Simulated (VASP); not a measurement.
Input of a VASP 6.6.1 run:

INCAR

```
SYSTEM = Se
PREC = Accurate
ENCUT = 520
EDIFF = 1E-7
ISMEAR = 0
SIGMA = 1.0
LREAL = .False.
LASPH = .True.
NELM = 80
ALGO = Fast
ISIF = 3
LWAVE = .False.
LCHARG = .False.
GGA = PS
IBRION = 2
NSW = 80
EDIFFG = -0.002
PSTRESS = 750.0
```

The input KPOINTS:

```
regular mesh
0
Gamma
  21 21 21
  0 0 0
```

The input POSCAR:

```
Se                                      
1.0
    2.1101426497      1.2182917011      0.8614700794
   -2.1101426497      1.2182917011      0.8614700794
   -0.0000000000     -2.4365834021      0.8614700794
  Se            
     1
Direct
     0.0000000000000000    0.0000000000000000    1.0000000000000000
```

Potentials or basis: VASP PAW PBE potentials, release 64 (Se).

Launch:

```sh
$ cat potpaw_PBE.64/Se/POTCAR > POTCAR
$ mpirun -np 1 vasp_std > vasp.out
```

Task: Predict the band gap on the k mesh.

Result: None (metal or under the smearing width).

The path:
```
step  energy change (eV)  largest force (eV/Å)  pressure (GPa)  volume (Å³)
   1              0.0000                0.0000           75.03        13.29
   2             -0.0025                0.0000           74.89        13.29
   3             -0.0006                0.0000           75.00        13.29
```

Caveat: the cell is relaxed towards a set pressure, so the enthalpy falls and the energy may rise; the PAW data sets were made with another functional, which shifts forces and pressure a little.
